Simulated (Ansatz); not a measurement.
How RbCl answers to pressure

```
Rb Cl
1.0
     0.00000    3.27400    3.27400
     3.27400    0.00000    3.27400
     3.27400    3.27400    0.00000
Rb Cl
1 1
Direct
  0.00000 0.00000 0.00000
  0.50000 0.50000 0.50000
```

Conventional cell: a = 6.548 Å, b = 6.548 Å, c = 6.548 Å, α = 90.00°, β = 90.00°, γ = 90.00°. Rb (atom 1) has 6 Cl at 3.27 Å as nearest neighbours. Around Cl (atom 2) lie 6 Rb at 3.27 Å.

The cell is COD entry 8103714, as deposited and not checked against the literature; nothing was relaxed. It differs from other determinations.

Level of theory: DFT, PBEsol, all-electron LAPW, scalar-relativistic in Ansatz 0.2.0.

Sampling and basis: a Γ-centred 7×7×7 k mesh, Fermi–Dirac smearing of 0.02 eV, basis error target 1 meV/atom, no spin polarisation.

The cell is scaled evenly with fractional coordinates held. Semilocal gaps are too small, but their slopes carry over better.

| V/V(cell) | P (GPa) | gap on the k mesh (eV) |
| --- | --- | --- |
| 0.9600 | 0.70 | 5.015 |
| 0.9800 | 0.31 | 4.952 |
| 0.9900 | 0.13 | 4.921 |
| 1.0000 | -0.04 | 4.892 |
| 1.0100 | -0.19 | 4.862 |
| 1.0200 | -0.34 | 4.834 |
| 1.0400 | -0.61 | 4.779 |
| 1.0600 | -0.85 | 4.726 |

(1) From the rows at 0.9900 and 1.0100, what is the bulk modulus at the cell's volume?

(2) What are the gap's volume deformation potential and pressure coefficient?

(3) Predict the row at V/V(cell) = 0.9400. How far is a linear estimate of P off?

Results:

(1) B = −ΔP/Δln V = −[(-0.19) − (0.13)]/0.02000 = 16.0 GPa.

(2) dEg/dln V = (4.862 − 4.921)/0.02000 = -2.95 eV, and dEg/dP = −(dEg/dln V)/B = 184 meV/GPa: pressure widens the gap.

(3) P = 1.15 GPa, gap 5.081 eV. The linear estimate P(cell) − B ln(V/V(cell)) = 0.95 GPa misses by 0.20 GPa, since the modulus grows under compression.
